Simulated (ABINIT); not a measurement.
Here is an ABINIT 10.8.3 (patched build) calculation.

run.abi

```
# Pseudopotentials
pp_dirpath "./"
pseudos "Ga.GGA_PBE-JTH.xml"

# Structure
structure "poscar:POSCAR"
natom 1

# Plane-wave basis
ecut 462.593566 eV
pawecutdg 34.0
pawxcdev 0

# k points
kptopt 1
ngkpt 10 10 10
nshiftk 1
shiftk 0.0 0.0 0.0

# Exchange and correlation
ixc 11

# Bands and occupations
nband 11
occopt 3
tsmear 0.00183747

# SCF cycle
nstep 100
tolvrs 1.0e-9

# Output
iomode 3
prtwf 0
prtden 0
prteig 0
prtebands 0
enunit 1
```

File POSCAR:

```
Ga
1.0
    2.7164800000      0.0000000000      0.0000000000
    0.0000000000      2.7164800000      0.0000000000
    0.0000000000      0.0000000000      2.7164800000
Ga
1
Direct
    0.0000000000      0.0000000000      0.0000000000  Ga
```

Potentials or basis: JTH PAW PBE v2.0.

Command:

```console
$ abinit run.abi > log 2>&1
```

(1) Predict the band gap on the k mesh.

(2) Estimate the pressure.

Answers

(1) none (metal or under the smearing width).

(2) 0.0 GPa.
